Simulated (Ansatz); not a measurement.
# Ru: the order of phases, with spin-orbit coupling

Aim: relax Ru in several structures (bcc, hcp) and rank them by energy, with spin-orbit coupling. Methods of the runs shown: PAW and LAPW.

Program: Ansatz 0.2.0. Level of theory: DFT PBE, with the methods named in each step. These are calculated values, not measurements.

1 further run of the same task is left out (it didn't finish).

### Step 1. The starting structure

It takes space group Im-3m (No. 229, cubic). Conventional cell: a = 3.020 Å, b = 3.020 Å, c = 3.020 Å, α = 90.00°, β = 90.00°, γ = 90.00°. Ru (site symmetry m-3m) has 8 Ru at 2.62 Å as nearest neighbours.

As a file:

```cif
data_structure
_symmetry_space_group_name_H-M 'P 1'
_symmetry_Int_Tables_number 1
_cell_length_a 2.6152
_cell_length_b 2.6152
_cell_length_c 2.6152
_cell_angle_alpha 109.471
_cell_angle_beta 109.471
_cell_angle_gamma 109.471
_cell_volume 13.77
loop_
_atom_site_label
_atom_site_type_symbol
_atom_site_fract_x
_atom_site_fract_y
_atom_site_fract_z
_atom_site_occupancy
Ru1 Ru 0.00000 0.00000 0.00000 1
```

### Step 2. Bcc relaxed, PAW

The input, input.yaml:

```yaml
crystal:
  lattice:
    - [-1.5098609582, 1.5098609582, 1.5098609582]
    - [1.5098609582, -1.5098609582, 1.5098609582]
    - [1.5098609582, 1.5098609582, -1.5098609582]
  atoms:
    - { symbol: Ru, position: [0.0, 0.0, 0.0] }
kpoints:
  mp_grid: { grid: [19, 19, 19] }
scf:
  occupations: { method: fermi_dirac, width: 0.05 }
hamiltonian:
  xc: pbe
  pseudopotentials: { kind: paw_fr }
output:
  forces: true
  stress: true
relax:
  f_tol: 0.005
  max_steps: 40
  cell: {}
magnetization:
  noncollinear: true
  spin_orbit: true
```

The run is started by

```sh
$ ansatz run input.yaml --threads 2 --pin off --max-ram 5120MiB --backend cpu --events-out ev --progress --plain --runs-dir out
```

Further steps of the session: Bcc relaxed, LAPW; Hcp relaxed, PAW.

Q: Predict the outcome of this session. Wanted: lowest.

As calculated:

| quantity | value |
| --- | --- |
| lowest (PAW) | hcp, 615.7 meV/atom under bcc |

**Reading.** By PAW the order is hcp < bcc. Only these structures were tried, with electrons smeared by 0.05 eV and without vibrations, so the true ground state may be another. The k meshes differ between phases and weren't tested, which can move differences by some meV.
